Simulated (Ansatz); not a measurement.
# Formation energy and levels of the substitutional impurity Ti_Si in Si3N4 (P6_3/m)

Charge states of Ti_Si in Si3N4 (P6_3/m), set against the band edges. Model: a cell of 126 host atoms with 1 Si taken out and 1 Ti put in.

Calculated with Ansatz 0.2.0; place-levels on PBEsol runs: charge-transition levels and formation energies with image-charge correction and potential alignment at the atomic sites; PAW set soft_1.

## 1. The structure

The cell holds 126 atoms: 53 Si, 72 N and 1 Ti. Its edges and angles: a = 13.206 Å, b = 13.206 Å, c = 8.731 Å, α = 90.0°, β = 90.0°, γ = 120.0°. It derives from Si3N4 (space group P6_3/m). Nearest the centre at fractional (0.353, 0.473, 0.583): Ti44 at 0.00 Å, N62 at 1.73 Å, N113 at 1.74 Å, N71 at 1.74 Å, N67 at 1.74 Å, Si86 at 2.91 Å, Si2 at 2.91 Å, Si56 at 3.00 Å.

The host's dielectric constants go in as inputs: (4.29, 4.29, 4.37) for the electrons alone, (8.29, 8.29, 8.25) with the ions, from a response run on this crystal (DFPT, PBEsol) at that run's own cell.

The cell's shortest repeat is 8.7 Å.

## 2. What was run first

A transition level is the Fermi level at which two charge states cost the same, so each charge needs its own total energy, at its own relaxed structure.

Each atom starts 0.05 Å or so off its site in a random direction: a symmetric start keeps its symmetry, and would miss off-centre moves and Jahn–Teller distortions. Forces are taken at one point at (¼, ¼, ¼). The cell holds 1 electron more than the neutral one, with a uniform background that keeps it neutral on the whole. The electron count is odd, so at least one spin is unpaired; this run locks the moment at 1 μB.

The sampling was tested on the host first: at the k-points planned (1x1x1 shifted 0.25 0.25 0.25) its energy lies 0.000 eV an atom from the dense-mesh value, under the bound of 0.02 eV set for this test; that bounds the host's error, not the defect's.

One state's input; the others differ in charge, spin, start and seed, and in occupations where the table says so.

The input, qm1_M1.relax/input.yaml:

```yaml
crystal:
  lattice:
    - [11.43668588, 6.60297367, 0.0]
    - [-11.43668588, 6.60297367, 0.0]
    - [0.0, 0.0, 8.73076733]
  atoms:
    - { symbol: Si, position: [0.01950046, 0.80655545, 0.25] }
    - { symbol: Si, position: [0.3528338, 0.47322211, 0.25] }
    - { symbol: Si, position: [0.68616713, 0.13988878, 0.25] }
    - { symbol: Si, position: [0.21294502, 0.01950046, 0.08333333] }
    - { symbol: Si, position: [0.54627835, 0.68616713, 0.08333333] }
    - { symbol: Si, position: [0.87961168, 0.3528338, 0.08333333] }
    - { symbol: Si, position: [0.13988878, 0.45372165, 0.08333333] }
    - { symbol: Si, position: [0.47322211, 0.12038832, 0.08333333] }
    - { symbol: Si, position: [0.80655545, 0.78705498, 0.08333333] }
    - { symbol: Si, position: [0.19344455, 0.21294502, 0.25] }
    - { symbol: Si, position: [0.52677789, 0.87961168, 0.25] }
    - { symbol: Si, position: [0.86011122, 0.54627835, 0.25] }
    - { symbol: Si, position: [0.12038832, 0.6471662, 0.25] }
    - { symbol: Si, position: [0.45372165, 0.31383287, 0.25] }
    - { symbol: Si, position: [0.78705498, 0.98049954, 0.25] }
    - { symbol: Si, position: [0.31383287, 0.86011122, 0.08333333] }
    - { symbol: Si, position: [0.6471662, 0.52677789, 0.08333333] }
    - { symbol: Si, position: [0.98049954, 0.19344455, 0.08333333] }
    - { symbol: "N", position: [0.0, 0.66666667, 0.25] }
    - { symbol: "N", position: [0.33333333, 0.33333333, 0.25] }
    - { symbol: "N", position: [0.66666667, 0.0, 0.25] }
    - { symbol: "N", position: [0.0, 0.33333333, 0.08333333] }
    - { symbol: "N", position: [0.33333333, 0.0, 0.08333333] }
    - { symbol: "N", position: [0.66666667, 0.66666667, 0.08333333] }
    - { symbol: "N", position: [0.21345843, 0.45653274, 0.25] }
    - { symbol: "N", position: [0.54679176, 0.12319941, 0.25] }
    - { symbol: "N", position: [0.8801251, 0.78986608, 0.25] }
    - { symbol: "N", position: [0.09025902, 0.8801251, 0.08333333] }
    - { symbol: "N", position: [0.42359235, 0.54679176, 0.08333333] }
    - { symbol: "N", position: [0.75692569, 0.21345843, 0.08333333] }
    - { symbol: "N", position: [0.12319941, 0.57640765, 0.08333333] }
    - { symbol: "N", position: [0.45653274, 0.24307431, 0.08333333] }
    - { symbol: "N", position: [0.78986608, 0.90974098, 0.08333333] }
    - { symbol: "N", position: [0.21013392, 0.09025902, 0.25] }
    - { symbol: "N", position: [0.54346726, 0.75692569, 0.25] }
    - { symbol: "N", position: [0.87680059, 0.42359235, 0.25] }
    - { symbol: "N", position: [0.1198749, 0.21013392, 0.08333333] }
    - { symbol: "N", position: [0.45320824, 0.87680059, 0.08333333] }
    - { symbol: "N", position: [0.78654157, 0.54346726, 0.08333333] }
    - { symbol: "N", position: [0.24307431, 0.78654157, 0.25] }
    - { symbol: "N", position: [0.57640765, 0.45320824, 0.25] }
    - { symbol: "N", position: [0.90974098, 0.1198749, 0.25] }
    - { symbol: Si, position: [0.01950046, 0.80655545, 0.58333333] }
    - { symbol: Ti, position: [0.3528338, 0.47322211, 0.58333333], spin: 1.0 }
    - { symbol: Si, position: [0.68616713, 0.13988878, 0.58333333] }
    - { symbol: Si, position: [0.21294502, 0.01950046, 0.41666667] }
    - { symbol: Si, position: [0.54627835, 0.68616713, 0.41666667] }
    - { symbol: Si, position: [0.87961168, 0.3528338, 0.41666667] }
    - { symbol: Si, position: [0.13988878, 0.45372165, 0.41666667] }
    - { symbol: Si, position: [0.47322211, 0.12038832, 0.41666667] }
    - { symbol: Si, position: [0.80655545, 0.78705498, 0.41666667] }
    - { symbol: Si, position: [0.19344455, 0.21294502, 0.58333333] }
    - { symbol: Si, position: [0.52677789, 0.87961168, 0.58333333] }
    - { symbol: Si, position: [0.86011122, 0.54627835, 0.58333333] }
    - { symbol: Si, position: [0.12038832, 0.6471662, 0.58333333] }
    - { symbol: Si, position: [0.45372165, 0.31383287, 0.58333333] }
    - { symbol: Si, position: [0.78705498, 0.98049954, 0.58333333] }
    - { symbol: Si, position: [0.31383287, 0.86011122, 0.41666667] }
    - { symbol: Si, position: [0.6471662, 0.52677789, 0.41666667] }
    - { symbol: Si, position: [0.98049954, 0.19344455, 0.41666667] }
    - { symbol: "N", position: [0.0, 0.66666667, 0.58333333] }
    - { symbol: "N", position: [0.33333333, 0.33333333, 0.58333333] }
    - { symbol: "N", position: [0.66666667, 0.0, 0.58333333] }
    - { symbol: "N", position: [0.0, 0.33333333, 0.41666667] }
    - { symbol: "N", position: [0.33333333, 0.0, 0.41666667] }
    - { symbol: "N", position: [0.66666667, 0.66666667, 0.41666667] }
    - { symbol: "N", position: [0.21345843, 0.45653274, 0.58333333] }
    - { symbol: "N", position: [0.54679176, 0.12319941, 0.58333333] }
    - { symbol: "N", position: [0.8801251, 0.78986608, 0.58333333] }
    - { symbol: "N", position: [0.09025902, 0.8801251, 0.41666667] }
    - { symbol: "N", position: [0.42359235, 0.54679176, 0.41666667] }
    - { symbol: "N", position: [0.75692569, 0.21345843, 0.41666667] }
    - { symbol: "N", position: [0.12319941, 0.57640765, 0.41666667] }
    - { symbol: "N", position: [0.45653274, 0.24307431, 0.41666667] }
    - { symbol: "N", position: [0.78986608, 0.90974098, 0.41666667] }
    - { symbol: "N", position: [0.21013392, 0.09025902, 0.58333333] }
    - { symbol: "N", position: [0.54346726, 0.75692569, 0.58333333] }
    - { symbol: "N", position: [0.87680059, 0.42359235, 0.58333333] }
    - { symbol: "N", position: [0.1198749, 0.21013392, 0.41666667] }
    - { symbol: "N", position: [0.45320824, 0.87680059, 0.41666667] }
    - { symbol: "N", position: [0.78654157, 0.54346726, 0.41666667] }
    - { symbol: "N", position: [0.24307431, 0.78654157, 0.58333333] }
    - { symbol: "N", position: [0.57640765, 0.45320824, 0.58333333] }
    - { symbol: "N", position: [0.90974098, 0.1198749, 0.58333333] }
    - { symbol: Si, position: [0.01950046, 0.80655545, 0.91666667] }
    - { symbol: Si, position: [0.3528338, 0.47322211, 0.91666667] }
    - { symbol: Si, position: [0.68616713, 0.13988878, 0.91666667] }
    - { symbol: Si, position: [0.21294502, 0.01950046, 0.75] }
    - { symbol: Si, position: [0.54627835, 0.68616713, 0.75] }
    - { symbol: Si, position: [0.87961168, 0.3528338, 0.75] }
    - { symbol: Si, position: [0.13988878, 0.45372165, 0.75] }
    - { symbol: Si, position: [0.47322211, 0.12038832, 0.75] }
    - { symbol: Si, position: [0.80655545, 0.78705498, 0.75] }
    - { symbol: Si, position: [0.19344455, 0.21294502, 0.91666667] }
    - { symbol: Si, position: [0.52677789, 0.87961168, 0.91666667] }
    - { symbol: Si, position: [0.86011122, 0.54627835, 0.91666667] }
    - { symbol: Si, position: [0.12038832, 0.6471662, 0.91666667] }
    - { symbol: Si, position: [0.45372165, 0.31383287, 0.91666667] }
    - { symbol: Si, position: [0.78705498, 0.98049954, 0.91666667] }
    - { symbol: Si, position: [0.31383287, 0.86011122, 0.75] }
    - { symbol: Si, position: [0.6471662, 0.52677789, 0.75] }
    - { symbol: Si, position: [0.98049954, 0.19344455, 0.75] }
    - { symbol: "N", position: [0.0, 0.66666667, 0.91666667] }
    - { symbol: "N", position: [0.33333333, 0.33333333, 0.91666667] }
    - { symbol: "N", position: [0.66666667, 0.0, 0.91666667] }
    - { symbol: "N", position: [0.0, 0.33333333, 0.75] }
    - { symbol: "N", position: [0.33333333, 0.0, 0.75] }
    - { symbol: "N", position: [0.66666667, 0.66666667, 0.75] }
    - { symbol: "N", position: [0.21345843, 0.45653274, 0.91666667] }
    - { symbol: "N", position: [0.54679176, 0.12319941, 0.91666667] }
    - { symbol: "N", position: [0.8801251, 0.78986608, 0.91666667] }
    - { symbol: "N", position: [0.09025902, 0.8801251, 0.75] }
    - { symbol: "N", position: [0.42359235, 0.54679176, 0.75] }
    - { symbol: "N", position: [0.75692569, 0.21345843, 0.75] }
    - { symbol: "N", position: [0.12319941, 0.57640765, 0.75] }
    - { symbol: "N", position: [0.45653274, 0.24307431, 0.75] }
    - { symbol: "N", position: [0.78986608, 0.90974098, 0.75] }
    - { symbol: "N", position: [0.21013392, 0.09025902, 0.91666667] }
    - { symbol: "N", position: [0.54346726, 0.75692569, 0.91666667] }
    - { symbol: "N", position: [0.87680059, 0.42359235, 0.91666667] }
    - { symbol: "N", position: [0.1198749, 0.21013392, 0.75] }
    - { symbol: "N", position: [0.45320824, 0.87680059, 0.75] }
    - { symbol: "N", position: [0.78654157, 0.54346726, 0.75] }
    - { symbol: "N", position: [0.24307431, 0.78654157, 0.91666667] }
    - { symbol: "N", position: [0.57640765, 0.45320824, 0.91666667] }
    - { symbol: "N", position: [0.90974098, 0.1198749, 0.91666667] }
  host:
    repeats: [1, 1, 3]
    atoms:
      - { symbol: Si, position: [0.01950046, 0.80655545, 0.75] }
      - { symbol: Si, position: [0.3528338, 0.47322211, 0.75] }
      # ... 40 more atoms of the perfect host
total_charge: -1
basis:
  ecutwfc: 420
  xc_grid: 2
hamiltonian:
  xc: pbesol
  pseudopotentials: { kind: paw, azcp: { folder: soft_1 }, xc_functional: pbe }
kpoints:
  mp_grid: { grid: [1, 1, 1], shift: [0.25, 0.25, 0.25] }
magnetization:
  spin_polarized: true
  initial_magnetization: 1
  spin_locking: { lock_magnetization: hard }
scf:
  occupations: { method: fixed }
  max_iter: 60
output:
  forces: true
  charged_corrections:
    epsilon: [4.29, 4.29, 4.37]
    static_epsilon: [8.29, 8.29, 8.25]
    defect_position: [0.352834, 0.473222, 0.583333]
relax:
  f_tol: 0.02
  max_steps: 80
  random_displacement: { amplitude: 0.05, seed: 1322 }
checkpoint:
  write: "../qm1_M1.relax.run"
  compress: false
  write_wavefunctions: true
  write_every: 100000
```

The run is started by

```sh
$ ansatz run input.yaml --threads 4 --pin off --max-ram 15073MiB --backend cpu --events-out ev --progress --plain --runs-dir out
```

The relaxed structure is kept and the sampling changed to a 2×2×2 shifted mesh.

The run of this state that the levels use, under PBEsol:

The input, qm1_M1.point/input.yaml:

```yaml
crystal:
  checkpoint: "../qm1_M1.relax.run"
  host: checkpoint
total_charge: -1
basis:
  ecutwfc: 420
  xc_grid: 2
hamiltonian:
  xc: pbesol
  pseudopotentials: { kind: paw, azcp: { folder: soft_1 }, xc_functional: pbe }
kpoints:
  mp_grid: { grid: [2, 2, 2], shift: [0.5, 0.5, 0.5] }
magnetization:
  spin_polarized: true
  initial_magnetization: 1
  spin_locking: { lock_magnetization: hard }
scf:
  occupations: { method: fermi_dirac, width: 0.01 }
  max_iter: 60
output:
  forces: true
  eigenvalues: true
  charged_corrections:
    epsilon: [4.29, 4.29, 4.37]
    static_epsilon: [8.29, 8.29, 8.25]
    defect_position: [0.352834, 0.473222, 0.583333]
  eigenstates: { localisation: true }
  populations: true
  efg: {}
  band_densities: [{ bands: [v1, v1] }, { bands: [c1, c1] }]
  write_density: true
  write_potential: true
  volumetric_format: npy
  elf: true
checkpoint:
  read: "../qm1_M1.relax.run"
  write: "../qm1_M1.point.run"
  compress: false
  write_wavefunctions: false
  write_every: 100000
```

Relaxations under PBEsol at one point at (¼, ¼, ¼); times on 4 threads of Arm Neoverse V1, shared host:

| charge | moment (μB) | occupations | outcome | steps | largest displacement against the far atoms (Å) | time |
| --- | --- | --- | --- | --- | --- | --- |
| −1 | 1 | fixed | converged | 9 | 0.23 | 10 min |
| 0 | 0 | fixed | converged | 6 | 0.16 | 3.3 min |

Single points under PBEsol at a 2×2×2 shifted mesh; times on 4 threads of Arm Neoverse V1, shared host:

| charge | moment (μB) | occupations | outcome | time |
| --- | --- | --- | --- | --- |
| −1 | 1 | fermi-dirac | converged | 8.3 min |
| 0 | 0 | fermi-dirac | converged | 4 min |

Distances (Å) from Ti44 to the nearest atoms after relaxation with PBEsol:

| charge | moment (μB) | 1. | 2. | 3. | 4. | 5. | 6. |
| --- | --- | --- | --- | --- | --- | --- | --- |
| −1 | 1 | N 1.90 | N 1.90 | N 1.93 | N 1.98 | N 2.84 | Si 2.96 |
| 0 | 0 | N 1.87 | N 1.87 | N 1.88 | N 1.88 | Si 2.94 | Si 2.94 |

## 3. place-levels, PBEsol

A charged cell interacts with its images and the background, and its potential has another zero than the host's. place-levels removes the first by a point-charge model, screened by the static dielectric constant since the ions have relaxed around the charge, and the second by comparing potentials at atoms far from the defect.

The host is a run of the defect-free crystal in the same cutoffs, grids and k-points, so that basis and sampling errors cancel in part in the differences. Its band edges come from a run of the primitive cell that searches the zone for them. The host is run in a cell of 42 atoms on a matching mesh. Chemical potentials are energies per atom of Si (diamond) and Ti (hcp), run with the same functional and cutoff.

The input, levels.point.yaml:

```yaml
host:
  run: host.point.run
  levels_from: { run: edges.point.run }
states: [qm1_M1.point.run, q0.point.run]
geometry_from:
  qm1_M1.point.run: qm1_M1.relax.run
  q0.point.run: q0.relax.run
  host.point.run: host.relax.run
chemical_potentials:
  Si:
    energy: -621.49341
    dataset: <sha256 of the dataset>
  Ti:
    energy: -2473.899945
    dataset: <sha256 of the dataset>
epsilon: [4.29, 4.29, 4.37]
static_epsilon: [8.29, 8.29, 8.25]
vertical:
  - { from: qm1_M1.point.run, to: qm1_M1.point_neutral.run }
```

The run is started by

```sh
$ ansatz place-levels levels.point.yaml -- --threads 4 --pin off --max-ram 15073MiB
```

Numbers of over 12 decimals in the logs are rounded to 6 here.

The log of the run:

```text
(0/-1) 3.127 eV above the valence edge, 1.059 eV under the conduction edge
formation energy of charge 0: +0.327 eV with the Fermi level at the valence edge
formation energy of charge -1: +3.454 eV with the Fermi level at the valence edge
vertical -1 to 0: no energy, since no alignment is typed
  the change from vertical[0].from (qm1_M1.point.run) to vertical[0].to (qm1_M1.point_neutral.run): by its potential at epsilon [4.29, 4.29, 4.37] it stands at 0.394 0.498 0.583, with an rms radius of about 2.1 Å (1.4 1.2 1.1 Å across the planes of the cell's [...]
  edges by pbesol of host.levels_from (edges.point.run), its mesh sampled to repeats of 26.19 Å (the valence edge +0.130 eV and the conduction edge -0.336 eV from those of the host's own run), gap 4.186 eV; the host is sampled to repeats of 26.41 Å
  the defect's cells are sampled to repeats of 26.41 Å, like sampling
  charge 0: +0.000 eV for its dipole among its images, +0.000 omitted
  charge -1: -62805.2196 eV with its correction of +0.116 eV, at epsilon [8.29, 8.29, 8.25], aligned at sites: +0.1024 eV, mean over 89 atomic sites at or beyond 4.37 Å from the defect at [0.3528, 0.4732, 0.5833], with +0.013791 for the charge's moments and [...]
  of states[0] (qm1_M1.point.run): stability_check_not_made
  of vertical[0].from (qm1_M1.point.run): stability_check_not_made
```

Run time: 0.38 s. Hardware: 4 threads of Arm Neoverse V1, shared host.

Levels between the charges placed, in eV above the valence top:

|  | gap (eV) | (0/−1) |
| --- | --- | --- |
| PBEsol | 4.19 | 3.13 |

Corrections by state:

| charge | moment (μB) | image terms and alignment (eV) | band filling (eV) | ε used | over the lowest of its charge, as the program ranks them, band filling apart (eV) |
| --- | --- | --- | --- | --- | --- |
| 0 | 0.0 | 0.000 | - | - | 0.000 |
| −1 | 1.0 | 0.116 | - | principal values (8.25, 8.29, 8.29) | 0.000 |

The charged structures listed were also run neutral, and place-levels reads from each pair, by the potential or the spins, how wide the charge is by which they differ; that can be the carrier of either run.

| charge | rms radius (Å) | spread where it is widest against the cell (Å) | wide from (Å) | reading |
| --- | --- | --- | --- | --- |
| −1 | 2.1 | 1.06 | 1.51 | narrow |

The neutral runs of these pairs need not share the spin of the lowest neutral state, and very wide values only mean spread over the cell.

From the program's caveats on the states, each cut to its opening words:

- charge −1 (1 μB): flagged: stability check not made

Chemical potentials of the elements' reference phases, run alike. Formation energies (elemental references), with the Fermi level at the valence top and at the conduction bottom (gap 4.19 eV):

| charge | at valence top (eV) | at conduction bottom (eV) | correction included (eV) |
| --- | --- | --- | --- |
| 0 | 0.33 | 0.33 | 0.00 |
| −1 | 3.45 | -0.73 | 0.12 |

```
Fermi level (eV)  lowest formation energy (eV)
            0.00                          0.33
            0.38                          0.33
            0.76                          0.33
            1.14                          0.33
            1.52                          0.33
            1.90                          0.33
            2.28                          0.33
            2.67                          0.33
            3.05                          0.33
            3.43                          0.03
            3.81                         -0.35
            4.19                         -0.73
```

## 4. Effect of the sampling

The relaxations' own energies give the levels at their sampling, for comparison.

The input, levels.relax_mesh.yaml:

```yaml
host:
  run: host.relax.run
  levels_from: { run: edges.relax.run }
states: [qm1_M1.relax.run, q0.relax.run]
chemical_potentials:
  Si:
    energy: -621.49341
    dataset: <sha256 of the dataset>
  Ti:
    energy: -2473.899945
    dataset: <sha256 of the dataset>
```

The run is started by

```sh
$ ansatz place-levels levels.relax_mesh.yaml -- --threads 4 --pin off --max-ram 15073MiB
```

The log of the run:

```text
(0/-1) 3.126 eV above the valence edge, 1.061 eV under the conduction edge
formation energy of charge 0: +0.325 eV with the Fermi level at the valence edge
formation energy of charge -1: +3.451 eV with the Fermi level at the valence edge
  edges by pbesol of host.levels_from (edges.relax.run), its mesh sampled to repeats of 26.19 Å (the valence edge +0.231 eV and the conduction edge -0.359 eV from those of the host's own run), gap 4.186 eV; the host is sampled to repeats of 15.83 Å
[... the lines on each state left out ...]
```

Elapsed: 0.15 s, on 4 threads.

Levels between neighbouring charges, in eV above the valence top:

|  | gap (eV) | (0/−1) |
| --- | --- | --- |
| one point at (¼, ¼, ¼) | 4.19 | 3.13 |
| a 2×2×2 shifted mesh | 4.19 | 3.13 |

Going from one point at (¼, ¼, ¼) to a 2×2×2 shifted mesh moves the levels that carry no band-filling term by up to 0.00 eV and formation energies against the elements by up to 0.00 eV.

## 5. What came out

```
gap of the host                                                             : 4.19 eV (PBEsol)
level (0/minus 1)                                                           : 3.13 eV above the valence top
lowest of the charges placed, just above the valence top (0.02 eV)          : 0
lowest of the charges placed, just below the conduction bottom (0.02 eV)    : −1
lowest formation energy at mid-gap of the charges run, elemental references : 0.33 eV
```

**Reading.** Of the charges placed (−1 and 0), the lowest changes at 3.13 eV (0/−1) above the valence top, in a gap of 4.19 eV. Charges above 0 and below −1 were not placed, so these runs say nothing of levels that involve them. States placed: 0 at 0 μB; −1 at 1 μB. Other spin states or structures, where not listed, weren't placed. Ti is taken at its element; compounds, which aren't counted here, bound the chemical potentials and would shift these formation energies. Going from one point at (¼, ¼, ¼) to a 2×2×2 shifted mesh moves the levels that carry no band-filling term by up to 0.00 eV and formation energies against the elements by up to 0.00 eV. Keep in mind: the images are only 8.7 Å apart; PBEsol makes the gap too small and tends to spread out bound carriers; where a gas molecule sets a chemical potential or the host's formation energy, its binding is uncorrected.

[Logs are printed without paths, hosts, clocks, repeated set-up lines and the standing remarks that a program may print on its own settings, such as how far it seeks lower states.]

[Hosts, paths, dates, database ids (printed as entryN), source tags and the programs' standing remarks are cut or masked in the printed files.]

[Where a table of states has a column of steps, it counts the stored structures, which are thinned; the runs took as many ionic steps or more.]

[A defect's name tells the site on which it was built; relaxed atoms can leave that site.]

[For some hosts the program warned that the k-mesh of the response run may be too coarse for force constants and the static dielectric constant; such warnings are not shown here.]
